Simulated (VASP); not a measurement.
# Hg (P6_3/mmc) in VASP: further runs, part 2 of 2

VASP 6.6.1. Earlier steps stand in the parts before.

## 5. Single point, PBE+D3(BJ) (volume 27.780 Å^3 an atom, c/a of the conventional cell 1.4554)

INCAR

```
SYSTEM = Hg
PREC = Accurate ; ENCUT = 520
EDIFF = 1E-6 ; ISMEAR = 0
SIGMA = 0.15 ; LREAL = .False.
LASPH = .True. ; NELM = 80
ALGO = Fast ; ISIF = 2
LWAVE = .False. ; LCHARG = .True.
GGA = PE ; IVDW = 12
LELF = .True. ; LVHAR = .True.
NBANDS = 19
```

KPOINTS

```
Automatic mesh
0
Gamma
  18 18 10
  0 0 0
```

POSCAR

```
Hg
1.0
    3.5325073835      0.0000000000      0.0000000000
   -1.7662536917      3.0592411331      0.0000000000
    0.0000000000      0.0000000000      5.1412112459
Hg
2
Direct
    0.6666666667      0.3333333333      0.7500000000
    0.3333333333      0.6666666667      0.2500000000
```

Potentials or basis: VASP PAW PBE potentials, release 64 (Hg).

Launch:

```sh
> cat potpaw_PBE.64/Hg/POTCAR > POTCAR
> mpirun -np 1 vasp_std > vasp.out
```

OUTCAR:

```text
SYSTEM = Hg
   PREC = Accurate
   ENCUT = 520
   EDIFF = 1E-6
   ISMEAR = 0
   LREAL = .False.
   LASPH = .True.
   NELM = 80
   ISIF = 2
   GGA = PE
   IVDW = 12
 IVDW          = 12

 ion  position               nearest neighbor table
   1  0.667  0.333  0.750-   2 3.28   2 3.28   2 3.28   2 3.28   2 3.28   2 3.28
   2  0.333  0.667  0.250-   1 3.28   1 3.28   1 3.28   1 3.28   1 3.28   1 3.28

  LATTYP: Found a hexagonal cell.
 ALAT       =     3.5325073835
 C/A-ratio  =     1.4554000000

  Lattice vectors:

 A1 = (   3.5325073835,   0.0000000000,   0.0000000000)
 A2 = (  -1.7662536917,   3.0592411331,   0.0000000000)
 A3 = (   0.0000000000,   0.0000000000,   5.1412112459)

Analysis of symmetry for initial positions (statically):
=====================================================================
 Subroutine PRICEL returns:
 Original cell was already a primitive cell.

 Routine SETGRP: Setting up the symmetry group for a
 hexagonal supercell.

 Subroutine GETGRP returns: Found 24 space group operations
 (whereof 12 operations were pure point group operations)
 out of a pool of 24 trial point group operations.

The static configuration has the point symmetry D_3d.
[... 164 lines left out ...]
  energy without entropy =       -0.33689186  energy(sigma->0) =       -0.33887670

 E-fermi :   1.3485     XC(G=0):  -9.9605

 val. band max:        1.3436841962   @ k =   0.2778   0.1111   0.0000
 cond. band min:       1.3609219143   @ k =   0.1667   0.1667   0.0000
 fundamental gap:      0.0172377181
 Fermi energy:         1.3485407567

 k-point     1 :       0.0000    0.0000    0.0000
  band No.  band energies     occupation
      1      -6.2710      2.00000
      2      -5.5745      2.00000
      3      -4.9127      2.00000
      4      -4.9127      2.00000
      5      -4.8750      2.00000
      6      -4.8750      2.00000
[... 505 lines left out ...]
      6      -4.5945      2.00000
[... 11 lines left out ...]
     18      11.4505      0.00000
     19      12.7410      0.00000

 [... further k-points ...]

------------------------ aborting loop because EDIFF is reached ----------------------------------------

 Edisp (eV)   -0.75470

 E8    (eV) :    -0.3431

  FORCE on cell =-STRESS in cart. coord.  units (eV):
  Direction    XX          YY          ZZ          XY          YZ          ZX
  --------------------------------------------------------------------------------------
  -------------------------------------------------------------------------------------
  Total      -0.35662    -0.35662    -0.13247    -0.00000     0.00000     0.00000
  in kB     -10.28368   -10.28368    -3.81992    -0.00000     0.00000     0.00000
  external pressure =       -8.13 kB  Pullay stress =        0.00 kB

 VOLUME and BASIS-vectors are now :
 -----------------------------------------------------------------------------
  energy-cutoff  :      520.00
  volume of cell :       55.56
      direct lattice vectors                 reciprocal lattice vectors
     3.532507384  0.000000000  0.000000000     0.283085042  0.163439225  0.000000000
    -1.766253692  3.059241133  0.000000000     0.000000000  0.326878450  0.000000000
     0.000000000  0.000000000  5.141211246     0.000000000  0.000000000  0.194506693

 POSITION                                       TOTAL-FORCE (eV/Angst)
 -----------------------------------------------------------------------------------
      1.76625      1.01975      3.85591        -0.000000      0.000000      0.000000
     -0.00000      2.03949      1.28530         0.000000     -0.000000      0.000000
 -----------------------------------------------------------------------------------
    total drift:                               -0.000000      0.000000     -0.000000

  FREE ENERGIE OF THE ION-ELECTRON SYSTEM (eV)
  ---------------------------------------------------
  free  energy   TOTEN  =        -1.0955596880 eV

  energy  without entropy=       -1.0915900004  energy(sigma->0) =       -1.09357484
```

Run time: 97 s. Hardware: 1 thread of Intel Xeon 6975P-C (Granite Rapids), shared host; peak memory 0.32 GiB.

Results:

| Item | Value |
| --- | --- |
| Free energy | -1.0956 eV |
| Pressure | -0.8 GPa |
| Band gap on the k mesh | none (metal or under the smearing width) |
| Dispersion energy per atom | -0.377 eV |

Levels at points of the mesh, in eV from the Fermi level:
| k point | band 8 | band 9 | band 10 | band 11 | band 12 | band 13 | band 14 | band 15 | band 16 | band 17 |
| --- | --- | --- | --- | --- | --- | --- | --- | --- | --- | --- |
| (0.00, 0.00, 0.00) | -6.13 | -6.09 | -5.51 | -5.51 | -0.54 | -0.18 | 10.01 | 10.01 | 12.05 | 12.42 |
| (0.50, 0.00, 0.00) | -5.65 | -5.52 | -5.35 | -2.76 | -2.13 | 3.00 | 3.92 | 4.28 | 5.75 | 7.09 |
| (0.00, 0.00, 0.50) | -5.66 | -5.66 | -5.66 | -5.62 | -5.62 | 7.99 | 7.99 | 11.20 | 11.20 | 11.20 |
| (0.50, 0.00, 0.50) | -5.55 | -5.54 | -5.54 | -1.45 | -1.45 | 0.15 | 0.15 | 7.99 | 7.99 | 9.83 |

Caveat: pairwise dispersion overbinds metals, which lowers pressure and volume.

## 6. Overview

| cell | further INCAR settings | gap on the mesh (eV) | pressure (GPa) |
| --- | --- | --- | --- |
| volume 26.751 Å^3 an atom, c/a of the conventional cell 1.5150 | ALGO = Fast; EDIFF = 1e-06; NBANDS = 19 | none | -0.4 |
| volume 24.693 Å^3 an atom, c/a of the conventional cell 1.7086 | ALGO = Fast; EDIFF = 1e-06; NBANDS = 19 | none | 0.9 |
| volume 27.780 Å^3 an atom, c/a of the conventional cell 1.5150 | ALGO = Fast; EDIFF = 1e-07; NBANDS = 19 | none | -0.8 |
| volume 27.780 Å^3 an atom, c/a of the conventional cell 1.4554 | ALGO = Fast; EDIFF = 1e-06; NBANDS = 19 | none | -0.8 |

Alike in all rows: task single point; level PBE+D3(BJ); potentials or basis VASP PAW PBE potentials, release 64 (Hg); no spin polarisation; k mesh 18 × 18 × 10; cutoff (eV) 520; smearing gaussian 0.15 eV.

Caveats: pairwise dispersion overbinds metals, which lowers pressure and volume.

Total energies depend on the potentials used, so only differences within one code and one set of settings carry meaning.
